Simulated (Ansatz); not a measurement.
# Electroresistance of Hf/SiC/HfN, part 3 of 6

Both polarities of the barrier in Hf/SiC/HfN, relaxed and compared. The lower electrode is Hf hcp(0001), the upper one HfN rock salt(111); the barrier is SiC wurtzite(0001) (whole bilayers). In the first transport cell, after relaxation, the nearest pair of electrode and barrier is Hf–C at 2.17 Å, along the normal, at the lower face and Hf–Si at 2.80 Å, along the normal, at the upper one. All share a net of side 3.2 Å, which strains the lower electrode by +0.0 %, the upper one by -0.1 % and the barrier by +3.6 %, against typed lattice constants near PBE's. The first steps treat the bulk electrodes alone.

Ansatz 0.2.0; PBE DFT, plane waves, PAW files (the session's first sound run).

So far. Step 4 (Relaxing the interfaces, polarity C face on the lower …): The largest force component on a free atom ends at 0.018 eV/Å. At one or more of this run's solves the program warned of density in the dipole ramp over its bound, where dipole, forces and levels can be off.

## Step 5: The open system: T(E), polarity C face on the lower electrode, gap between the electrodes 13.14 Å

This step: PBE DFT, plane waves, PAW files; ballistic transmission by layer matching between semi-infinite leads (Ansatz 0.2.0).

System of this step: Hf/SiC/HfN. The cell holds 34 atoms: 19 Hf, 4 C, 4 Si and 7 N. Cell: a = 3.200 Å, b = 3.200 Å, c = 70.785 Å, α = 90.0°, β = 90.0°, γ = 120.0°. Regions: left electrode, 11 atoms (11 Hf); barrier, 8 atoms (4 C and 4 Si); right electrode, 15 atoms (8 Hf and 7 N). Vacuum lies along c.

The relaxed core is set between ideal electrode layers (this cell holds 8 atomic planes between the electrodes; where that differs from the relaxed slab, whole periods were copied in or cut out without a new relaxation), which the solver continues as semi-infinite leads. A wide energy window on a coarse mesh (12×12) shows where the Fermi level lies against the barrier's bands; the projected density of states shows how far the metals' states reach in.

input.yaml reads:

```yaml
crystal:
  lattice:
    - [3.2, 0.0, 0.0]
    - [-1.6, 2.7712812921, 0.0]
    - [0.0, 0.0, 70.7851099485]
  atoms:
    - { symbol: Hf, position: [0.0, 0.0, 0.0988908544] }
    - { symbol: Hf, position: [0.33333333, 0.66666667, 0.1347640711] }
    - { symbol: Hf, position: [0.0, 0.0, 0.1706372878] }
    - { symbol: Hf, position: [0.33333333, 0.66666667, 0.2065105046] }
    - { symbol: Hf, position: [0.0, 0.0, 0.2423837213] }
    - { symbol: Hf, position: [0.33333333, 0.66666667, 0.278256938] }
    - { symbol: Hf, position: [0.0, 0.0, 0.3141301547] }
    - { symbol: Hf, position: [0.33333333, 0.66666667, 0.3500033715] }
    - { symbol: Hf, position: [0.0, 0.0, 0.3858765882] }
    - { symbol: Hf, position: [0.33333333, 0.66666667, 0.4217498049] }
    - { symbol: Hf, position: [0.0, 0.0, 0.4581743289] }
    - { symbol: C, position: [0.0, 0.0, 0.4888009884] }
    - { symbol: Si, position: [0.33333333, 0.66666667, 0.4969364601] }
    - { symbol: C, position: [0.33333333, 0.66666667, 0.5240456451] }
    - { symbol: Si, position: [0.0, 0.0, 0.5326853533] }
    - { symbol: C, position: [0.0, 0.0, 0.5595991667] }
    - { symbol: Si, position: [0.33333333, 0.66666667, 0.5683962048] }
    - { symbol: C, position: [0.33333333, 0.66666667, 0.5952913171] }
    - { symbol: Si, position: [0.0, 0.0, 0.6043500221] }
    - { symbol: Hf, position: [0.0, 0.0, 0.6438538085] }
    - { symbol: "N", position: [0.33333333, 0.66666667, 0.6589297113] }
    - { symbol: Hf, position: [0.66666667, 0.33333333, 0.6775588985] }
    - { symbol: "N", position: [0.0, 0.0, 0.6961880858] }
    - { symbol: Hf, position: [0.33333333, 0.66666667, 0.7148172731] }
    - { symbol: "N", position: [0.66666667, 0.33333333, 0.7334464603] }
    - { symbol: Hf, position: [0.0, 0.0, 0.7520756476] }
    - { symbol: "N", position: [0.33333333, 0.66666667, 0.7707048348] }
    - { symbol: Hf, position: [0.66666667, 0.33333333, 0.7893340221] }
    - { symbol: "N", position: [0.0, 0.0, 0.8079632093] }
    - { symbol: Hf, position: [0.33333333, 0.66666667, 0.8265923966] }
    - { symbol: "N", position: [0.66666667, 0.33333333, 0.8452215839] }
    - { symbol: Hf, position: [0.0, 0.0, 0.8638507711] }
    - { symbol: "N", position: [0.33333333, 0.66666667, 0.8824799584] }
    - { symbol: Hf, position: [0.66666667, 0.33333333, 0.9011091456] }
kpoints:
  mp_grid: { grid: [12, 12, 1] }
scf:
  occupations: { method: fermi_dirac, width: 0.1 }
  max_iter: 150
hamiltonian:
  xc: pbe
output:
  transmission:
    kmesh: [12, 12]
    e_range: [-3, 3]
    de: 0.1
    leads: [[4, 6], [26, 28]]
  dos: { projected: true, e_range: [-6, 5], de: 0.05 }
  write_potential: true
  write_density: true
  volumetric_format: npy
  elf: true
```

Launch:

```console
$ ansatz run input.yaml --threads 4 --pin off --max-ram 10240MiB --backend cpu --events-out ev --progress --plain --runs-dir out
```

Numbers of over 12 decimals in the logs are rounded to 6 here.

The log of the run:

```text
[...]
Crystal: 34 atoms, lattice volume = 627.729 Å³
Basis set: ecut = 420 eV, 12453 PW (Γ)
Bands: 337, of which v1, the nominal top of the filled ones, is band 281 counted from 1 (280 counted from 0)
Symmetry: 6 space group operations
[...]
k-points: 19 of 144 (time reversal used)
[...]
SCF iter   1: F=—  HF=-304962.081091 eV  |F-HF|=—  |Δ(HF+E_count)|=         —  Δρ=1.10e-2  dr2=1.40e2  ethr=1.77e-3  ⟨swp⟩=6.9  Hψ=23272  notcnv=0  defer=216
[...]
SCF iter  10: F=-304961.526932 eV  HF=-304961.526932 eV  |F-HF|=6.05e-8  |Δ(HF+E_count)|=   5.77e-8  Δρ=1.88e-6  dr2=9.76e-8  ethr=1.78e-11  ⟨swp⟩=13.5  Hψ=31343  notcnv=0
SCF 1 converged in 10 iterations: F = -304961.526932 eV  dr2 = 9.76e-8
[...]
transmission: 123 of 1216 steps passed
transmission: 247 of 1216 steps passed
[...]
transmission: 1216 of 1216 steps passed
WARN: The output density's exchange-correlation potential varies sharply where the density is thin. Do not read a vacuum level from v_tot or v_xc, or from such a field of the output density. On a cell that repeats whose density bears no net charge and no dipole along the vacuum's axis use v_es (v_loc + v_h of the components); under efield.dipole_correction with no amplitude use v_es + v_field, which holds any externa [...]
SCF converged after 10 iterations
Free energy (F): -304961.526932 eV
[...]
Internal energy: -304960.905284 eV  (E = F + TS)
E sigma→0 (E₀):  -304961.216108 eV
Entropy (-TS):   -0.621647 eV (-18.284 meV/atom)
Fermi energy:    15.218159 eV
[...]
--- Band table (eV; the first three rows and the last of 19) ---
  k-point 0: bands = [... 277 lower, 15.5288, 15.6108, 15.7682, 15.7709, 15.7924, 15.7924, 15.8501, 16.1644, ... 52 higher]
  k-point 1: bands = [... 277 lower, 15.4864, 15.4866, 15.5235, 15.6533, 15.8039, 15.9167, 15.9403, 15.9463, ... 52 higher]
  k-point 2: bands = [... 277 lower, 15.2624, 15.3169, 15.4260, 15.5292, 15.5766, 15.6393, 15.6672, 15.7436, ... 52 higher]
  k-point 18: bands = [... 277 lower, 15.0347, 15.0852, 15.0905, 15.1890, 15.2394, 15.2844, 15.3501, 15.3869, ... 52 higher]
--- Transmission ---
  basis      : 85 plane waves across, 64 finite elements along
  points     : 19, standing for a mesh of 12 x 12
  energies   : 61 from -3.000000 to 3.000000 eV about the Fermi level, 0.100000 eV apart; the leads are filled to 0.000000 eV, and channels, transmission and decay are at 0.000000 eV
  crystal 0  : Hf2, at the sites [4, 6], period 5.0786 Å, over 25.39 Å; its Hamiltonian steps by up to 32.3 meV: too much for a lead, lay more layers or, if its atoms are ordered, name the step of that order
    offset         : up to 0.0000 Å between an atom of the period and one for which it stands
    channels       : 6.666667e-1 a spin
    conductance    : none, the energies end too early or step too widely for 300 K: set another output.transmission.e_range or a lower de, or, where they end at an eighth of basis.ecutwfc, a higher one
    slowest decay  : 0.1008 /Å at (0.1667, 0.0833)
  crystal 1  : Hf1N1, at the sites [26, 28], period 2.6373 Å, over 18.46 Å; its Hamiltonian steps by up to 16.0 meV
[...]
channels       : 1.375000e0 a spin
[...]
slowest decay  : 0.3093 /Å at (0.3333, 0.3333)
  junction   : crystal 0 to crystal 1, 20.27 to 53.09 Å
    transmission   : 4.655903e-3 a spin
[...]
```

Wall time 3.8 min (4 threads of Intel Xeon Platinum 8488C (Sapphire Rapids), shared host); peak memory 6.7 GiB; 15 min of CPU time.

The column dr2 measures how far the density is from self-consistency, as an energy; F and HF (Harris–Foulkes) agree once it is small.

This step gave:

| Item | Value |
| --- | --- |
| free energy | -304961.5269 eV |
| Fermi energy | 15.22 eV |
| level to which the leads are filled | 0 eV from the Fermi level |
| transmission at the Fermi level (a spin, zone mean) | 0.004656 |
| channels of the lower lead | 0.6667 |
| channels of the upper lead | 1.375 |
| potential step in the lower lead | 32.3 meV |
| potential step in the upper lead | 16 meV |

One spin. Table of transmission, zone mean by energy, zero at the Fermi level:

| energy (eV) | transmission, zone mean |
| --- | --- |
| -3.00 | 0.00893 |
| -2.80 | 0.0420 |
| -2.60 | 0.0152 |
| -2.40 | 0.0604 |
| -2.20 | 0.0253 |
| -2.00 | 0.00124 |
| -1.80 | 0.0150 |
| -1.60 | 0.00675 |
| -1.30 | 0.00279 |
| -1.10 | 0.00717 |
| -0.90 | 0.0608 |
| -0.80 | 0.204 |
| -0.70 | 0.181 |
| -0.50 | 0.0144 |
| -0.30 | 0.00532 |
| -0.10 | 0.00755 |
| 0.00 | 0.00466 |
| 0.10 | 0.00694 |
| 0.30 | 0.00473 |
| 0.50 | 0.00785 |
| 0.70 | 0.0104 |
| 0.90 | 0.00392 |
| 1.10 | 0.00333 |
| 1.30 | 0.00651 |
| 1.60 | 0.00394 |
| 1.80 | 0.00326 |
| 2.00 | 0.00348 |
| 2.20 | 0.00880 |
| 2.40 | 0.0226 |
| 2.60 | 0.0305 |
| 2.80 | 0.0381 |
| 3.00 | 0.0630 |

One spin. Table of open channels, zone mean by energy, zero at the Fermi level:

| energy (eV) | lower lead | upper lead |
| --- | --- | --- |
| -3.00 | 0.854 | 0.125 |
| -2.80 | 0.812 | 0.188 |
| -2.60 | 0.75 | 0.271 |
| -2.40 | 0.708 | 0.312 |
| -2.20 | 0.479 | 0.396 |
| -2.00 | 0.535 | 0.396 |
| -1.80 | 0.451 | 0.521 |
| -1.60 | 0.576 | 0.729 |
| -1.30 | 1.02 | 0.729 |
| -1.10 | 1.44 | 0.812 |
| -0.90 | 1.60 | 0.812 |
| -0.70 | 1.17 | 1.02 |
| -0.50 | 0.333 | 1.10 |
| -0.30 | 0.458 | 1.21 |
| -0.10 | 0.528 | 1.33 |
| 0.00 | 0.667 | 1.38 |
| 0.10 | 0.75 | 1.38 |
| 0.30 | 1.12 | 1.42 |
| 0.50 | 1.26 | 1.54 |
| 0.70 | 1.47 | 1.58 |
| 0.90 | 1.38 | 1.71 |
| 1.10 | 1.20 | 1.62 |
| 1.30 | 0.896 | 1.71 |
| 1.60 | 1.18 | 1.96 |
| 1.80 | 1.20 | 1.67 |
| 2.00 | 0.979 | 1.81 |
| 2.20 | 1.03 | 1.94 |
| 2.40 | 0.993 | 2.23 |
| 2.60 | 1.12 | 2.52 |
| 2.80 | 1.13 | 2.73 |
| 3.00 | 1.09 | 2.90 |

Transmission over k1 and k2. At 0.0000 eV from the Fermi level.

Ten even steps from '_' (0.00 × 1e-2) to '@' (1.83 × 1e-2):
```
________________..%%%%..
@@______________@@%%__%%
==________________==%%%%
@@______##..##______@@..
________..@@@@..________
________##@@**@@##______
__________..@@@@..______
@@..@@______##..##______
==%%%%==________________
@@%%__%%@@______________
__..%%%%..______________
____@@==@@______@@==@@__
```
Columns: k1 (b1) from -0.5 to 0.417; rows upwards: k2 (b2) from -0.5 to 0.417.

Open channels of the lower lead over k1 and k2. At 0.0000 eV from the Fermi level.

Ten even steps from '_' (0.00) to '@' (2.00):
```
________________@@@@@@@@
@@______________@@@@@@@@
@@________________@@@@@@
@@______++++++______@@@@
________++++++++________
________++++@@++++______
__________++++++++______
@@@@@@______++++++______
@@@@@@@@________________
@@@@@@@@@@______________
__@@@@@@@@______________
____@@@@@@______@@@@@@__
```
Columns: k1 (b1) from -0.5 to 0.417; rows upwards: k2 (b2) from -0.5 to 0.417.

Open channels of the upper lead over k1 and k2. At 0.0000 eV from the Fermi level.

Ten even steps from '_' (0.00) to '@' (3.00):
```
------****--------------
--------**----------__--
****----****----****----
--******--**--******----
------****@@@@****------
----------@@@@@@--------
--------****@@@@****----
------******--**--******
**----****----****----**
----__----------**------
----------------****----
------**----------**----
```
Columns: k1 (b1) from -0.5 to 0.417; rows upwards: k2 (b2) from -0.5 to 0.417.

Projected DOS an atom over height of the atomic layer and energy from the Fermi level. Layers: Hf Hf Hf Hf Hf Hf Hf Hf Hf Hf Hf C Si C Si C Si C Si Hf N Hf N Hf N Hf N Hf N Hf N Hf N Hf; projections on atoms miss part of the total, and the computed bands can run out at the top of the range; a column is the mean of 3 neighbouring layers, the last of those left over.

Ten even steps from '0' (0.02 states/eV) to '9' (1.64 states/eV), each cell a mean:
```
333200142422
333211142423
433211263649
533211364648
533200242437
533200232327
777400121216
788600121225
999600121213
877500321219
633200111108
888502511118
766411110003
345512110114
555423100000
444434100000
344323000000
233322001000
111222123231
111111144352
000121579693
000111669882
```
Columns: height of the atomic layer (Å) from 9.54 to 63.8 (not evenly spaced); rows upwards: energy from the Fermi level (eV) from -6 to 5.

ELF in the ca plane at fractional y = 0.000, with atoms of Hf and C and Si and N within 0.2 Å of it. It is the smooth field of the valence electrons, not physical close to the nuclei.

Values, 5 rows by 16 columns, each cell a mean:
```
0.20 0.40 0.60 0.61 0.60 0.19 0.42 0.66 0.47 0.76 0.41 0.23 0.51 0.67 0.39 0.19
0.36 0.73 0.33 0.59 0.55 0.35 0.72 0.45 0.27 0.24 0.32 0.20 0.21 0.44 0.17 0.27
0.45 0.67 0.19 0.33 0.39 0.44 0.65 0.25 0.24 0.19 0.51 0.23 0.22 0.16 0.25 0.31
0.31 0.70 0.43 0.69 0.61 0.29 0.69 0.55 0.32 0.40 0.28 0.20 0.27 0.61 0.19 0.24
0.17 0.30 0.65 0.48 0.56 0.16 0.32 0.68 0.52 0.80 0.49 0.25 0.58 0.53 0.47 0.19
```
Columns run along c (16.0 Å, from fractional 0.51 to 0.74 of the cell), rows up along a (3.2 Å). Atoms in or near the plane, at fractional coordinates: Si at (0.53, 0.00), C at (0.56, 0.00), Si at (0.60, 0.00), Hf at (0.64, 0.00), N at (0.70, 0.00).

Electrostatic potential energy in the ca plane at fractional y = 0.000, with atoms of Hf and C and Si and N within 0.2 Å of it. With pseudopotentials it is smooth inside the atoms' cores, unlike the true potential.

Ten even steps from '0' (-42 eV) to '9' (17 eV), each cell a mean:
```
99730037720499997300389852324799998401699999
99975579987899999755799975346899889877888899
99998899999889999999999998788998778899877789
99999999998888999999999999999987667899866789
99999999999889999999999999889988767899876789
99987789999999999877899986668898888999888899
99852258853799998522589863235899999734899999
99720027600389997100279842333799998300599999
```
Columns run along c (16.0 Å, from fractional 0.51 to 0.74 of the cell; values clipped at the 3rd and 97th percentile), rows up along a (3.2 Å). Atoms in or near the plane, at fractional coordinates: Si at (0.53, 0.00), C at (0.56, 0.00), Si at (0.60, 0.00), Hf at (0.64, 0.00), N at (0.70, 0.00).

Valence density in the ca plane at fractional y = 0.000, with atoms of Hf and C and Si and N within 0.2 Å of it. It is the smooth field of the valence electrons, not physical close to the nuclei.

Ten steps, logarithmic in the rise over the least value, from '0' (0 e/Å³) to '9' (30 e/Å³), each cell a mean:
```
79862000000014798622333210001001223332000010
45531000000001455311222210001111112221000011
11100001110000111000011100011110001111000111
00000002221000000000001000011110000010000111
00000001221000000000011100011110000111000111
23310001110001233100122100001110011221000111
67741000000003677422233210001111123332000011
89962000000014899632343210000001233432000000
```
Columns run along c (16.0 Å, from fractional 0.38 to 0.61 of the cell), rows up along a (3.2 Å). Atoms in or near the plane, at fractional coordinates: Hf at (0.39, 0.00), Hf at (0.46, 0.00), C at (0.49, 0.00), Si at (0.53, 0.00), C at (0.56, 0.00), Si at (0.60, 0.00).

At the Fermi level the transmission is 0.0047, as a zone mean for one spin on this coarse mesh. At the Fermi level the layers of this cell's barrier hold from 0.011 to 0.17 states an eV and atom. In the worse lead the potential repeats within 32 meV, which the program flags as too much for a lead, so G carries that doubt.

## Step 6: Conductance on a fine mesh, polarity C face on the lower electrode, gap between the electrodes 13.14 Å

The conductance needs T(E) within ten thermal energies of the Fermi level, on steps under 1.5 kT, and a finer mesh (30×30), since the current can rest on few wavevectors.

Changes to input.yaml since step 5:

```diff
@@ -49,10 +49,5 @@
   transmission:
-    kmesh: [12, 12]
-    e_range: [-3, 3]
-    de: 0.1
+    kmesh: [30, 30]
+    e_range: [-0.26, 0.27]
+    de: 0.0375
     leads: [[4, 6], [26, 28]]
-  dos: { projected: true, e_range: [-6, 5], de: 0.05 }
-  write_potential: true
-  write_density: true
-  volumetric_format: npy
-  elf: true
```

The log of the run:

```text
[...]
Crystal: 34 atoms, lattice volume = 627.729 Å³
Basis set: ecut = 420 eV, 12453 PW (Γ)
Bands: 337, of which v1, the nominal top of the filled ones, is band 281 counted from 1 (280 counted from 0)
Symmetry: 6 space group operations
[...]
k-points: 19 of 144 (time reversal used)
[...]
SCF iter   1: F=—  HF=-304962.081091 eV  |F-HF|=—  |Δ(HF+E_count)|=         —  Δρ=1.10e-2  dr2=1.40e2  ethr=1.77e-3  ⟨swp⟩=6.9  Hψ=23272  notcnv=0  defer=216
[...]
SCF iter  10: F=-304961.526932 eV  HF=-304961.526932 eV  |F-HF|=6.05e-8  |Δ(HF+E_count)|=   5.77e-8  Δρ=1.88e-6  dr2=9.76e-8  ethr=1.78e-11  ⟨swp⟩=13.5  Hψ=31343  notcnv=0
SCF 1 converged in 10 iterations: F = -304961.526932 eV  dr2 = 9.76e-8
[...]
transmission: 479 of 4732 steps passed
transmission: 947 of 4732 steps passed
[...]
transmission: 4732 of 4732 steps passed
SCF converged after 10 iterations
Free energy (F): -304961.526932 eV
[...]
Internal energy: -304960.905284 eV  (E = F + TS)
E sigma→0 (E₀):  -304961.216108 eV
Entropy (-TS):   -0.621647 eV (-18.284 meV/atom)
Fermi energy:    15.218159 eV
[...]
--- Band table (eV; the first three rows and the last of 19) ---
  k-point 0: bands = [... 277 lower, 15.5288, 15.6108, 15.7682, 15.7709, 15.7924, 15.7924, 15.8501, 16.1644, ... 52 higher]
  k-point 1: bands = [... 277 lower, 15.4864, 15.4866, 15.5235, 15.6533, 15.8039, 15.9167, 15.9403, 15.9463, ... 52 higher]
  k-point 2: bands = [... 277 lower, 15.2624, 15.3169, 15.4260, 15.5292, 15.5766, 15.6393, 15.6672, 15.7436, ... 52 higher]
  k-point 18: bands = [... 277 lower, 15.0347, 15.0852, 15.0905, 15.1890, 15.2394, 15.2844, 15.3501, 15.3869, ... 52 higher]
--- Transmission ---
  basis      : 85 plane waves across, 52 finite elements along
  points     : 91, standing for a mesh of 30 x 30
  filling    : by the input's occupations and mesh, since the crystals that have channels conduct as metals do. If one of these is a semiconductor, that mesh has misplaced its level
[...]
filled         : 25.1 meV under the level at which it is neutral
    channels       : 6.733333e-1 a spin
    conductance    : 5.8259e14 S/m² at 300 K; may be off by some 0.0 % by where its bands' edges are placed, 7.5 % from the k-mesh, 1.8 % from the distance to neutral
    slowest decay  : 0.0551 /Å at (0.2000, 0.0000)
[...]
filled         : 9.5 meV under the level at which it is neutral
    channels       : 1.360000e0 a spin
[...]
slowest decay  : 0.0583 /Å at (0.3000, 0.3000)
  junction   : crystal 0 to crystal 1, 20.27 to 53.09 Å
    transmission   : 5.946373e-3 a spin
    conductance    : 5.5087e12 S/m² at 300 K (6.1720e12 on every other point, 5.4951e12 on every other energy)
    error estimate : 0.2 % from the energy spacing and 1.0 % from band edges of the leads and from resonances (wavevectors taken as independent; lower de), 13.9 % from the k-mesh, 45.2 % from the steps of its leads' Hamiltonians or their offsets (lay more layers), 2.0 % from the distance to neutral
    resistance     : 1.8025e-1 Ω µm² beyond half of each lead's own
```

Run time: 4.6 min. Hardware: 4 threads; peak memory 5.6 GiB.

This step gave:

```yaml
transmission_at_the_fermi_level_a_spin_zone_mean: 0.005946
channels_of_the_lower_lead: 0.6733
channels_of_the_upper_lead: 1.36
ballistic_conductance_of_the_lower_lead: 5.83e14 S/m²
ballistic_conductance_of_the_upper_lead: 1.19e15 S/m²
junction_conductance: 5.51e12 S/m²
error_estimates_by_source_in_the_log_s_order: 0.2, 1, 13.9, 45.2, 2 %
resistance_area_product_beyond_the_leads: 0.1802 Ω um²
```

One spin. Transmission, zone mean against energy, zero at the Fermi level:

| energy (eV) | transmission, zone mean |
| --- | --- |
| -0.260 | 0.00603 |
| -0.223 | 0.00590 |
| -0.185 | 0.00684 |
| -0.147 | 0.00599 |
| -0.110 | 0.00629 |
| -0.072 | 0.00604 |
| -0.035 | 0.00625 |
| 0.003 | 0.00595 |
| 0.040 | 0.00659 |
| 0.077 | 0.00682 |
| 0.115 | 0.00672 |
| 0.152 | 0.00680 |
| 0.190 | 0.00689 |
| 0.228 | 0.00693 |
| 0.265 | 0.00615 |

One spin. The open channels, zone mean by energy, zero at the Fermi level:

| energy (eV) | lower lead | upper lead |
| --- | --- | --- |
| -0.260 | 0.513 | 1.23 |
| -0.223 | 0.52 | 1.25 |
| -0.185 | 0.618 | 1.28 |
| -0.147 | 0.618 | 1.28 |
| -0.110 | 0.644 | 1.3 |
| -0.072 | 0.624 | 1.31 |
| -0.035 | 0.64 | 1.36 |
| 0.003 | 0.673 | 1.36 |
| 0.040 | 0.68 | 1.38 |
| 0.077 | 0.707 | 1.41 |
| 0.115 | 0.72 | 1.42 |
| 0.152 | 0.792 | 1.43 |
| 0.190 | 0.887 | 1.43 |
| 0.228 | 0.967 | 1.45 |
| 0.265 | 1.04 | 1.48 |

Transmission over k1 and k2. At 0.0025 eV from the Fermi level.

Ten even steps from '0' (0.0000) to '9' (0.0649), each cell a mean:
```
000000003000000000001642362000
000000000000000000000122121000
000000000000000000001200110021
200000000000000000001641102036
100000000000000000000122111023
130000000000000000000031340034
200000000010001000000000152015
000000000016303610000000000000
000000000003822930000000000000
000000000012253431210000000000
000000000017852124961000000000
000000000001314325231000000000
000000000000003833620000000000
000000000000002831571000000000
231024000000000110011000000000
153015312000000000000000000003
133101222100000000000000000001
253021024410000000000000000000
033011201420000000000000000000
000002011100000000000000000000
000025324410000000000020000000
000004311420000000002221220000
```
Columns: k1 (b1) from -0.5 to 0.467; rows upwards: k2 (b2) from -0.5 to 0.467.

G = 5.5e12 S/m² (1/G = 0.182 Ω µm²). The largest error estimate is 45 %, from the leads' potential steps. In the worse lead the potential repeats within 32 meV, which the program flags as too much for a lead, so G carries that doubt. By hand, Landauer's formula with T at one energy: G = (e²/h) ΣT / A = 3.874e-5 S × 0.0119 / 8.868 Å² = 5.2e12 S/m², with T summed over both spins. The printed value averages T over the Fermi window and is 1.1 times this.

(Continued in part 4 of 6.)

[Logs are printed without paths, hosts, clocks, repeated set-up lines and the standing remarks that a program may print on its own settings, such as how far it seeks lower states.]

[Hosts, paths, dates, database ids (printed as entryN), source tags and the programs' standing remarks are cut or masked in the printed files.]
